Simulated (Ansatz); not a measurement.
Where the states of ZrO₂ lie

```
Zr O
1.0
     3.59610    0.00000    0.00000
     0.00000    3.59610    0.00000
     0.00000    0.00000    5.17700
Zr O
2 4
Direct
  0.00000 0.00000 0.00000
  0.50000 0.50000 0.50000
  0.00000 0.50000 0.20300
  0.00000 0.50000 0.70300
  0.50000 0.00000 0.29700
  0.50000 0.00000 0.79700
```

The conventional cell has a = 3.596 Å, b = 3.596 Å, c = 5.177 Å, α = 90.00°, β = 90.00°, γ = 90.00°. Around Zr (atom 1) lie 8 O at 2.08 to 2.37 Å. O (atom 3) has 4 Zr at 2.08 to 2.37 Å as nearest neighbours.

The cell is COD entry 2300612, as deposited and not checked against the literature; nothing was relaxed.

Level of theory: DFT, PBEsol, all-electron LAPW, scalar-relativistic in Ansatz 0.2.0.

Settings: a Γ-centred 6×6×4 k mesh, Fermi–Dirac smearing of 0.01 eV, basis error target 0.5 meV/atom, no spin polarisation.

States per eV and cell, averaged over 0.4 eV, from -5.4 to 6.8 eV, with energies (bin centres) from the valence-band top; empty bins are left out. The partial columns, the largest 3 alone, are projections on Löwdin-orthogonalised atomic shells (those that the program's projection atoms carry: the occupied ones and, for some elements, an empty d or f shell; other empty shells have no column), summed over atoms of an element. Weights on diffuse s and p shells depend on that basis and aren't pure angular character.

```csv
E (eV),total,O 2p,Zr 4d,O 2s
-5.3,0.02,0.02,0.01,0.00
-4.9,0.83,0.55,0.22,0.00
-4.5,3.26,2.21,0.90,0.01
-4.1,7.36,5.06,2.09,0.02
-3.7,5.19,3.78,1.20,0.03
-3.3,3.74,2.89,0.66,0.03
-2.9,5.40,4.34,0.75,0.07
-2.5,4.00,3.30,0.46,0.05
-2.1,2.19,1.78,0.29,0.05
-1.7,5.40,4.57,0.57,0.07
-1.3,5.65,4.85,0.59,0.06
-0.9,6.42,5.58,0.63,0.05
-0.5,6.93,6.32,0.42,0.04
-0.1,3.62,3.41,0.13,0.02
3.9,0.00,0.00,0.00,0.00
4.3,0.49,0.03,0.46,0.00
4.7,7.86,0.73,6.90,0.08
5.1,10.92,1.51,9.14,0.06
5.5,0.71,0.14,0.55,0.00
6.3,0.14,0.01,0.11,0.02
6.7,5.60,0.39,4.08,0.73
```

Problem. Which of the resolved shells contributes most in the top eV of the valence band?

Solution. O 2p, with 91 % of all states there; Zr 4d follows with 6 %.

Problem. Where is the centre of the filled Zr 4d states between -12 eV and the top of the filled states?

Solution. -3.03 eV from the valence-band top.
